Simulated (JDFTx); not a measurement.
# BN (P6_3mc) in JDFTx: reference runs

Aim: a first look at BN with PBE, on the cell as given and on a disturbed one.

All numbers are computed with JDFTx 1.7.0 (patched build); they aren't measurements. Logs are shortened: lines on timing, memory, paths and dates and some standing lists are left out, and cuts for length are marked. The log counts tension as positive stress, the text compression.

### 1 The structure

It takes space group P6_3mc (No. 186, hexagonal). The conventional cell has a = 2.554 Å, b = 2.554 Å, c = 4.227 Å, α = 90.00°, β = 90.00°, γ = 120.00°. Around N (site symmetry 3m) lie 4 B at 1.57 to 1.58 Å. Around B (site symmetry 3m) lie 4 N at 1.57 to 1.58 Å.

Measurements of this composition are mostly on another form, of space group No. 194.

### 2 Single point, PBE

Input file BN.in:

```
lattice \
    4.8262463860    -2.4131231931     0.0000000000 \
    0.0000000000     4.1796519752     0.0000000000 \
    0.0000000000     0.0000000000     7.9875983185
coords-type Lattice
ion N      0.3333333333     0.6666666667     0.1252760000 1
ion N      0.6666666667     0.3333333333     0.6252760000 1
ion B      0.3333333333     0.6666666667     0.4997240000 1
ion B      0.6666666667     0.3333333333     0.9997240000 1

ion-species pseudo/N.upf
ion-species pseudo/B.upf
elec-cutoff 42 336
elec-ex-corr gga-PBE
kpoint-folding 12 12 6
elec-smearing Fermi 0.0018374661
elec-n-bands 14
electronic-SCF nIterations 100 energyDiffThreshold 1e-09
electronic-minimize nIterations 30 energyDiffThreshold 1e-7
converge-empty-states yes
forces-output-coords Cartesian

dump-name run.$VAR
dump End Ecomponents EigStats BandEigs Kpoints Forces Stress
```

Potentials or basis: PseudoDojo-SR-PBE-0.5-standard.

Command:

```console
jdftx -c 1 -i BN.in -o BN.out
```

What it wrote:

```text
*************** JDFTx 1.7.0 (patched build) ***************

Input parsed successfully to the following command list (including defaults):
[... the input with its defaults ...]

---------- Setting up symmetries ----------

Found 24 point-group symmetries of the bravais lattice
Found 12 space-group symmetries with basis
Applied RMS atom displacement 2.78643e-10 bohrs to make symmetries exact.

---------- Initializing the Grid ----------
R =
[      4.82625     -2.41312            0  ]
[            0      4.17965            0  ]
[            0            0       7.9876  ]
unit cell volume = 161.126
G =
[    1.30188    0.75164         -0  ]
[          0    1.50328          0  ]
[          0         -0   0.786618  ]
Minimum fftbox size, Smin = [  40  40  68  ]
Chosen fftbox size, S = [  40  40  70  ]

---------- Initializing tighter grid for wavefunction operations ----------
R =
[      4.82625     -2.41312            0  ]
[            0      4.17965            0  ]
[            0            0       7.9876  ]
unit cell volume = 161.126
G =
[    1.30188    0.75164         -0  ]
[          0    1.50328          0  ]
[          0         -0   0.786618  ]
Minimum fftbox size, Smin = [  32  32  48  ]
Chosen fftbox size, S = [  32  32  48  ]

---------- Exchange Correlation functional ----------
Initalized PBE GGA exchange.
Initalized PBE GGA correlation.

---------- Setting up pseudopotentials ----------
Width of ionic core gaussian charges (only for fluid interactions / plotting) set to 0

Reading pseudopotential file 'pseudo/N.upf':
  'N' pseudopotential, 'PBE' functional
  Generated using ONCVPSP code by D. R. Hamann
  5 valence electrons, 2 orbitals, 4 projectors, 1001 radial grid points, with lMax = 1
    2S    l: 0   occupation:  2.0   eigenvalue: -0.682907
    2P    l: 1   occupation:  3.0   eigenvalue: -0.260548
  Core radius for overlap checks: 1.31 bohrs.

Reading pseudopotential file 'pseudo/B.upf':
  'B' pseudopotential, 'PBE' functional
  Generated using ONCVPSP code by D. R. Hamann
  3 valence electrons, 2 orbitals, 4 projectors, 1001 radial grid points, with lMax = 1
    2S    l: 0   occupation:  2.0   eigenvalue: -0.347027
    2P    l: 1   occupation:  1.0   eigenvalue: -0.132548
  Core radius for overlap checks: 1.18 bohrs.

Initialized 2 species with 4 total atoms.

Folded 1 k-points by 12x12x6 to 864 k-points.

---------- Setting up k-points, bands, fillings ----------
Adding inversion symmetry to k-mesh for non-inversion-symmetric unit cell.
Reduced to 76 k-points under symmetry.
Computing the number of bands and number of electrons
Calculating initial fillings.
nElectrons:  16.000000   nBands: 14   nStates: 76

----- Setting up reduced wavefunction bases (one per k-point) -----
average nbasis = 2095.223 , ideal nbasis = 2094.758

---------- Setting up ewald sum ----------
Optimum gaussian width for ewald sums = 1.723013 bohr.
Real space sum over 1089 unit cells with max indices [  5  5  4  ]
Reciprocal space sum over 3211 terms with max indices [  6  6  9  ]

---------- Allocating electronic variables ----------
Initializing wave functions:  linear combination of atomic orbitals
N pseudo-atom occupations:   s ( 2 )  p ( 3 )
B pseudo-atom occupations:   s ( 2 )  p ( 1 )
	FillingsUpdate:  mu: +0.520351940  nElectrons: 16.000000
LCAOMinimize: Iter:   0  F: -25.6531999622722360  |grad|_K:  3.526e-03  alpha:  1.000e+00
	FillingsUpdate:  mu: +0.460743522  nElectrons: 16.000000
LCAOMinimize: Iter:   1  F: -25.7127974801522008  |grad|_K:  1.746e-04  alpha:  4.091e-01  linmin: -5.175e-01  cgtest:  8.497e-01
LCAOMinimize: Encountered beta<0, resetting CG.
[... 6 lines of inner loops ...]
LCAOMinimize: Iter:   4  F: -25.7130075950214128  |grad|_K:  1.420e-07  alpha:  8.570e-01  linmin:  6.557e-05  cgtest: -1.304e-04
	FillingsUpdate:  mu: +0.457768471  nElectrons: 16.000000
LCAOMinimize: Iter:   5  F: -25.7130075951280119  |grad|_K:  3.327e-08  alpha:  4.809e-01  linmin:  1.511e-03  cgtest: -2.296e-03
LCAOMinimize: Converged (|Delta F|<1.000000e-06 for 2 iters).

-------- Electronic minimization -----------
Will mix electronic density at each iteration.
	FillingsUpdate:  mu: +0.457768471  nElectrons: 16.000000
	FillingsUpdate:  mu: +0.446710489  nElectrons: 16.000000
SCF: Cycle:  0   F: -25.816409137289817   dF: -1.034e-01   |Residual|: 7.408e-02   |deigs|: 4.581e-02
	FillingsUpdate:  mu: +0.449833194  nElectrons: 16.000000
SCF: Cycle:  1   F: -25.817540696133499   dF: -1.132e-03   |Residual|: 3.917e-02   |deigs|: 3.084e-03
	FillingsUpdate:  mu: +0.454701750  nElectrons: 16.000000
SCF: Cycle:  2   F: -25.817714132069550   dF: -1.734e-04   |Residual|: 3.923e-03   |deigs|: 4.484e-03
	FillingsUpdate:  mu: +0.455272561  nElectrons: 16.000000
SCF: Cycle:  3   F: -25.817722167239605   dF: -8.035e-06   |Residual|: 2.000e-03   |deigs|: 3.068e-04
	FillingsUpdate:  mu: +0.455219303  nElectrons: 16.000000
SCF: Cycle:  4   F: -25.817723736059548   dF: -1.569e-06   |Residual|: 8.021e-04   |deigs|: 9.419e-05
	FillingsUpdate:  mu: +0.455248851  nElectrons: 16.000000
SCF: Cycle:  5   F: -25.817723990044779   dF: -2.540e-07   |Residual|: 8.626e-05   |deigs|: 5.060e-05
	FillingsUpdate:  mu: +0.455262101  nElectrons: 16.000000
SCF: Cycle:  6   F: -25.817724031544010   dF: -4.150e-08   |Residual|: 5.410e-05   |deigs|: 3.174e-05
	FillingsUpdate:  mu: +0.455259794  nElectrons: 16.000000
SCF: Cycle:  7   F: -25.817724047708484   dF: -1.616e-08   |Residual|: 1.426e-05   |deigs|: 3.742e-05
	FillingsUpdate:  mu: +0.455258929  nElectrons: 16.000000
SCF: Cycle:  8   F: -25.817724051921434   dF: -4.213e-09   |Residual|: 4.118e-06   |deigs|: 2.561e-05
	FillingsUpdate:  mu: +0.455258984  nElectrons: 16.000000
SCF: Cycle:  9   F: -25.817724053494739   dF: -1.573e-09   |Residual|: 1.434e-06   |deigs|: 2.478e-05
	FillingsUpdate:  mu: +0.455259009  nElectrons: 16.000000
SCF: Cycle: 10   F: -25.817724054012917   dF: -5.182e-10   |Residual|: 1.007e-06   |deigs|: 1.844e-05
	FillingsUpdate:  mu: +0.455258984  nElectrons: 16.000000
SCF: Cycle: 11   F: -25.817724054220456   dF: -2.075e-10   |Residual|: 5.376e-07   |deigs|: 1.873e-05
SCF: Converged (|Delta E|<1.000000e-09 for 2 iters).

Setting wave functions to eigenvectors of Hamiltonian
Converging empty states (this may take a while):
EmptyStates: None of the convergence criteria satisfied.
|deigs|: 7.117e-04

# Stress tensor in Cartesian coordinates [Eh/a0^3]:
[  5.03616e-06            0            0  ]
[            0  5.03616e-06            0  ]
[            0            0  3.37771e-05  ]

# Ionic positions in lattice coordinates:
ion N   0.333333333333333   0.666666666666667   0.125276000000000 1
ion N   0.666666666666667   0.333333333333333   0.625276000000000 1
ion B   0.333333333333333   0.666666666666667   0.499724000000000 1
ion B   0.666666666666667   0.333333333333333   0.999724000000000 1

# Forces in Cartesian coordinates:
force N   0.000000000000000   0.000000000000000  -0.000290310359475 1
force N   0.000000000000000   0.000000000000000  -0.000290310359475 1
force B  -0.000000000000000  -0.000000000000000   0.000291827825733 1
force B  -0.000000000000000  -0.000000000000000   0.000291827825733 1

# Energy components:
   Eewald =      -26.2144470735777659
       EH =        3.6361890475221879
     Eloc =      -12.1431515163168946
      Enl =       -2.1218646329753517
      Exc =       -8.7302225182970101
 Exc_core =        0.9853449809264777
       KE =       18.7704276584979048
-------------------------------------
     Etot =      -25.8177240542204522
       TS =        0.0000000000000042
-------------------------------------
        F =      -25.8177240542204558

IonicMinimize: Iter:   0  F: -25.817724054220456  |grad|_K:  1.680e-04
IonicMinimize: None of the convergence criteria satisfied after 0 iterations.

#--- Lowdin population analysis ---
# oxidation-state N -0.335 -0.335
# oxidation-state B +0.362 +0.362

Dumping 'run.eigStats' ...
	eMin: -0.335281 at state 0 ( [ +0.000000 +0.000000 +0.000000 ] spin 0 )
	HOMO: +0.409528 at state 0 ( [ +0.000000 +0.000000 +0.000000 ] spin 0 )
	mu  : +0.455259
	LUMO: +0.603272 at state 72 ( [ +0.333333 +0.333333 +0.000000 ] spin 0 )
	eMax: +0.969445 at state 40 ( [ +0.083333 +0.333333 +0.000000 ] spin 0 )
	HOMO-LUMO gap: +0.193743
	Optical gap  : +0.304652 at state 4 ( [ +0.000000 +0.083333 +0.000000 ] spin 0 )
WARNING: the last solve of the electrons (or of bands or displaced states from it) ended unconverged.
Done!
[note: mu as printed may lie anywhere between the filled and the empty levels]
```

It took 76 s on 1 thread of Arm Neoverse V2, shared host; peak memory 0.15 GiB.

Results:

| Item | Value |
| --- | --- |
| Free energy | -702.5361 eV |
| Pressure | -0.4 GPa |
| Largest force | 0.015 eV/Å |
| Band gap on the k mesh | 5.27 eV, indirect (least direct gap 8.29 eV) |
| Loewdin charges | N -0.34; B +0.36 e |

Forces in eV/Å, atoms in the order of the input:
```
N    0.000  0.000 -0.015
N    0.000  0.000 -0.015
B    0.000  0.000  0.015
B    0.000  0.000  0.015
```

Caveat: the empty levels aren't tightly converged.

### 3 Single point, PBE (atoms moved at random, drawn with an rms of 0.05 Å)

Input file BN.in:

```
lattice \
    4.8262463860    -2.4131231931     0.0000000000 \
    0.0000000000     4.1796519752     0.0000000000 \
    0.0000000000     0.0000000000     7.9875983185
coords-type Lattice
ion N      0.3334880000     0.6536870000     0.1223270000 1
ion N      0.6682570000     0.3213090000     0.6214650000 1
ion B      0.3232690000     0.6717890000     0.4884910000 1
ion B      0.6967360000     0.3469010000     0.9952160000 1

ion-species pseudo/N.upf
ion-species pseudo/B.upf
elec-cutoff 42 336
elec-ex-corr gga-PBE
kpoint-folding 12 12 6
elec-smearing Fermi 0.0018374661
elec-n-bands 14
electronic-SCF nIterations 100 energyDiffThreshold 1e-09
electronic-minimize nIterations 30 energyDiffThreshold 1e-7
converge-empty-states yes
forces-output-coords Cartesian

dump-name run.$VAR
dump End Ecomponents EigStats BandEigs Kpoints Forces Stress ElecDensity Dtot KEdensity
```

Potentials or basis: PseudoDojo-SR-PBE-0.5-standard.

Command:

```console
jdftx -c 1 -i BN.in -o BN.out
```

What it wrote:

```text
*************** JDFTx 1.7.0 (patched build) ***************

Input parsed successfully to the following command list (including defaults):
[... the input with its defaults ...]

---------- Setting up symmetries ----------

Found 24 point-group symmetries of the bravais lattice
Found 1 space-group symmetries with basis
Applied RMS atom displacement 0 bohrs to make symmetries exact.

---------- Initializing the Grid ----------
R =
[      4.82625     -2.41312            0  ]
[            0      4.17965            0  ]
[            0            0       7.9876  ]
unit cell volume = 161.126
G =
[    1.30188    0.75164         -0  ]
[          0    1.50328          0  ]
[          0         -0   0.786618  ]
Minimum fftbox size, Smin = [  40  40  68  ]
Chosen fftbox size, S = [  40  40  70  ]

---------- Initializing tighter grid for wavefunction operations ----------
R =
[      4.82625     -2.41312            0  ]
[            0      4.17965            0  ]
[            0            0       7.9876  ]
unit cell volume = 161.126
G =
[    1.30188    0.75164         -0  ]
[          0    1.50328          0  ]
[          0         -0   0.786618  ]
Minimum fftbox size, Smin = [  32  32  48  ]
Chosen fftbox size, S = [  32  32  48  ]
[... 78 lines left out ...]
SCF: Cycle:  8   F: -25.813095462174967   dF: -7.550e-09   |Residual|: 6.532e-06   |deigs|: 5.498e-05
	FillingsUpdate:  mu: +0.468968304  nElectrons: 16.000000
SCF: Cycle:  9   F: -25.813095465067963   dF: -2.893e-09   |Residual|: 2.431e-06   |deigs|: 4.832e-05
	FillingsUpdate:  mu: +0.468968590  nElectrons: 16.000000
SCF: Cycle: 10   F: -25.813095466111420   dF: -1.043e-09   |Residual|: 1.351e-06   |deigs|: 6.038e-05
	FillingsUpdate:  mu: +0.468968572  nElectrons: 16.000000
SCF: Cycle: 11   F: -25.813095466497384   dF: -3.860e-10   |Residual|: 6.541e-07   |deigs|: 5.696e-05
	FillingsUpdate:  mu: +0.468968543  nElectrons: 16.000000
SCF: Cycle: 12   F: -25.813095466634913   dF: -1.375e-10   |Residual|: 1.514e-07   |deigs|: 4.052e-05
SCF: Converged (|Delta E|<1.000000e-09 for 2 iters).

Setting wave functions to eigenvectors of Hamiltonian
Converging empty states (this may take a while):
EmptyStates: None of the convergence criteria satisfied.
|deigs|: 6.698e-04

# Stress tensor in Cartesian coordinates [Eh/a0^3]:
[ -6.23103e-05 -3.69088e-05 -2.62043e-05  ]
[ -3.69088e-05 -3.42011e-05 -4.03804e-05  ]
[ -2.62043e-05 -4.03804e-05  4.82196e-06  ]

# Ionic positions in lattice coordinates:
ion N   0.333488000000000   0.653687000000000   0.122327000000000 1
ion N   0.668257000000000   0.321309000000000   0.621465000000000 1
ion B   0.323269000000000   0.671789000000000   0.488491000000000 1
ion B   0.696736000000000   0.346901000000000   0.995216000000000 1

# Forces in Cartesian coordinates:
force N   0.014313346319278   0.024191379280640  -0.006856433736877 1
force N  -0.011641930484556   0.017981871836653  -0.006792258385114 1
force B   0.020370703528102  -0.016070260967566   0.020224141492555 1
force B  -0.023041991346102  -0.026102513166583  -0.006575208764153 1

# Energy components:
   Eewald =      -26.2034638801270177
       EH =        3.6413922608489075
     Eloc =      -12.1620937846483894
      Enl =       -2.1228417706678315
      Exc =       -8.7316715035157095
 Exc_core =        0.9853449851668290
       KE =       18.7802382263083167
-------------------------------------
     Etot =      -25.8130954666348948
       TS =        0.0000000000000168
-------------------------------------
        F =      -25.8130954666349126

IonicMinimize: Iter:   0  F: -25.813095466634913  |grad|_K:  1.751e-02
IonicMinimize: None of the convergence criteria satisfied after 0 iterations.

#--- Lowdin population analysis ---
# oxidation-state N -0.336 -0.337
# oxidation-state B +0.359 +0.369

Dumping 'run.eigStats' ...
	eMin: -0.335613 at state 0 ( [ +0.000000 +0.000000 +0.000000 ] spin 0 )
	HOMO: +0.427340 at state 0 ( [ +0.000000 +0.000000 +0.000000 ] spin 0 )
	mu  : +0.468969
	LUMO: +0.594289 at state 278 ( [ +0.333333 +0.333333 +0.000000 ] spin 0 )
	eMax: +0.979331 at state 260 ( [ +0.333333 +0.083333 +0.000000 ] spin 0 )
	HOMO-LUMO gap: +0.166950
	Optical gap  : +0.272964 at state 0 ( [ +0.000000 +0.000000 +0.000000 ] spin 0 )
WARNING: the last solve of the electrons (or of bands or displaced states from it) ended unconverged.
Done!
[note: mu as printed may lie anywhere between the filled and the empty levels]
```

Run time: 7.5 min. Hardware: 1 thread of Arm Neoverse V2, shared host; peak memory 0.71 GiB.

What came out:

```
Free energy            : -702.4101 eV
Pressure               : 0.9 GPa
Largest force          : 1.822 eV/Å
Band gap on the k mesh : 4.54 eV, indirect (least direct gap 7.43 eV)
Loewdin charges        : N -0.34; B +0.36, +0.37 e
```

Forces on the atoms (eV/Å):
```
N    0.736  1.244 -0.353
N   -0.599  0.925 -0.349
B    1.048 -0.826  1.040
B   -1.185 -1.342 -0.338
```

Levels at points of the mesh, in eV from the valence-band top:
```csv
k point,band 4,band 5,band 6,band 7,band 8
"(0.00, 0.00, 0.00)",-2.98,-2.25,-1.03,-0.60,0.00
"(0.00, 0.00, 0.50)",-6.12,-2.28,-1.90,-1.20,-0.95
"(0.00, 0.50, 0.00)",-8.13,-7.42,-5.47,-4.89,-2.45
"(0.00, 0.50, 0.50)",-10.32,-4.57,-4.30,-4.00,-3.72
"(0.50, 0.00, 0.00)",-8.36,-7.37,-5.22,-5.14,-2.24
"(0.50, 0.00, 0.50)",-10.35,-4.44,-4.26,-3.89,-3.67
"(0.50, 0.50, 0.00)",-7.98,-7.44,-5.47,-4.84,-2.57
"(0.50, 0.50, 0.50)",-10.15,-4.55,-4.32,-4.07,-3.77
```

Caveat: the empty levels aren't tightly converged. A k mesh can miss the band edges.
